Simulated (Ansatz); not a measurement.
Crystal: Ir.

```
CELL_PARAMETERS angstrom
2.75138 0.00000 0.00000
-1.37569 2.38276 0.00000
0.00000 0.00000 4.46229
ATOMIC_POSITIONS crystal
Ir 0.33333 0.66667 0.25000
Ir 0.66667 0.33333 0.75000
```

This isn't the form of Ir at room conditions, which is fcc.

```yaml
Program: Ansatz 0.2.0
Task: single point
Functional: PBEsol
Potentials_or_basis: all-electron LAPW, scalar-relativistic
Cutoff: 277 eV (chosen from the basis error)
Basis_error_allowed: 0.001 eV/atom
k_mesh: 11 × 11 × 6
Occupations: fermi-dirac, width 0.05 eV
Spin: no spin polarisation
```

On this cell: pressure -12.4 GPa; largest force under 0.003 eV/Å; band gap on the k mesh none (metal or under the smearing width).

The same run follows on a disturbed copy (atoms moved at random, drawn with an rms of 0.05 Å):

```xyz
2
Lattice="2.7514 0.0000 0.0000 -1.3757 2.3828 0.0000 0.0000 0.0000 4.4623" Properties=species:S:1:pos:R:3 pbc="T T T"
Ir    0.0379    1.5758    1.1474
Ir    1.3111    0.8221    3.3311
```

What does the disturbed cell give?

The energy (extrapolated to zero smearing) moves by +19.9 meV/atom; pressure -11.5 GPa; largest force 0.746 eV/Å; band gap on the k mesh none (metal or under the smearing width).

Forces on the atoms (eV/Å):
```
Ir  -0.482  0.199 -0.534
Ir   0.482 -0.199  0.534
```

Stress tensor (GPa, compression positive):
```
-11.31  -0.61   1.15
 -0.61 -11.96  -0.52
  1.15  -0.52 -11.12
```
